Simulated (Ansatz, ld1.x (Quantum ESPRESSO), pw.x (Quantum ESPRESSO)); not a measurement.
**From atom to crystal: PAW potential for K**

| Property | Result |
| --- | --- |
| Element | potassium (K) |
| Generator | ld1.x (Quantum ESPRESSO) 7.5 |
| Type | PAW |
| Functional | PBE |
| Relativity | scalar-relativistic |
| Frozen core | [Ne] |
| Valence charge | 9 |
| Reference configuration | 3s2 3p6 3d0 4s0 4p1 |
| Partial waves | 3s (bound): rcut 1.70, rcutus 2.25 bohr; 4s (bound, empty): rcut 1.70, rcutus 2.25 bohr; 3p (bound): rcut 2.05, rcutus 2.70 bohr; 4p (bound): rcut 2.05, rcutus 2.70 bohr; 3d (bound, empty): rcut 3.75, rcutus 4.35 bohr; 3d channel at 2.85 Ry: rcut 3.75, rcutus 4.35 bohr |
| Local potential | all-electron potential smoothed inside 2.80 bohr (lloc = -2) |
| Core correction | a·sin(br)/r model core inside 2.70 bohr |
| Augmentation charge | PSQ, inside the norm-conserving radii |

Crystal test: sc K in pw.x 7.5, no spin, 8³ k-points, Fermi–Dirac smearing 0.01 Ry, cutoffs 40/320 Ry. The lattice is a test structure that the element need not adopt, and mesh and smearing are coarse.

pw.x input:

```
&control
  calculation='scf', prefix='x', pseudo_dir='./', outdir='./tmp', tstress=.true., disk_io='none'
/
&system
  ibrav=0, nat=1, ntyp=1, ecutwfc=40, ecutrho=320, nbnd=12,
  occupations='smearing', smearing='fd', degauss=0.01
/
&electrons
  conv_thr=1e-09, mixing_beta=0.4, electron_maxstep=70
/
ATOMIC_SPECIES
K 1.0 K.UPF
CELL_PARAMETERS angstrom
  4.30540154 0.00000000 0.00000000
  0.00000000 4.30540154 0.00000000
  0.00000000 0.00000000 4.30540154
ATOMIC_POSITIONS crystal
K 0.0000 0.0000 0.0000
K_POINTS automatic
8 8 8 0 0 0
```

```bash
pw.x < K.scf.in > K.scf.out
```

Problem. How does the run end?

Solution. It converges; the pressure is 0.25 GPa against -0.00 GPa from all-electron LAPW. The largest radius (4.35 bohr) exceeds half the bond length (4.07 bohr), so the spheres overlap, which is one possible source of error among others. This is a poor potential for the solid. Atomic configuration tests: test run stopped at test 4 of 7 (negative rho). The log shows:

```
     number of k points=    35  Fermi-Dirac smearing, width (Ry)=  0.0100
     iteration #  1     ecut=    40.00 Ry     beta= 0.40
     total energy              =    -113.00102648 Ry
     estimated scf accuracy    <       0.01509491 Ry
     iteration #  2     ecut=    40.00 Ry     beta= 0.40
     total energy              =    -113.00062363 Ry
     estimated scf accuracy    <       0.00218297 Ry
     iteration #  3     ecut=    40.00 Ry     beta= 0.40
     c_bands:  1 eigenvalues not converged
     total energy              =    -113.00254230 Ry
     estimated scf accuracy    <       0.00109857 Ry
     iteration #  4     ecut=    40.00 Ry     beta= 0.40
     total energy              =    -113.00225684 Ry
     estimated scf accuracy    <       0.00269772 Ry
     [... 3 iterations left out ...]
     iteration #  8     ecut=    40.00 Ry     beta= 0.40
     total energy              =    -113.00244307 Ry
     estimated scf accuracy    <       0.00000010 Ry
     iteration #  9     ecut=    40.00 Ry     beta= 0.40
     total energy              =    -113.00244325 Ry
     estimated scf accuracy    <       0.00000002 Ry
     iteration # 10     ecut=    40.00 Ry     beta= 0.40
     total energy              =    -113.00244324 Ry
     estimated scf accuracy    <          7.0E-09 Ry
     iteration # 11     ecut=    40.00 Ry     beta= 0.40
     the Fermi energy is     1.5770 ev
!    total energy              =    -113.00244325 Ry
     estimated scf accuracy    <          9.7E-10 Ry
     smearing contrib. (-TS)   =      -0.00325920 Ry
     The total energy is F=E-TS. E is the sum of the following terms:
     one-electron contribution =     -38.28118522 Ry
     hartree contribution      =      20.48414398 Ry
     xc contribution           =      -8.55003635 Ry
     ewald contribution        =     -28.24732731 Ry
     one-center paw contrib.   =     -58.40477914 Ry
     convergence has been achieved in  11 iterations
          total   stress  (Ry/bohr**3)                   (kbar)     P=        2.49
     Message from routine punch:
     Nothing written, as per user request (disk_io='none')
```
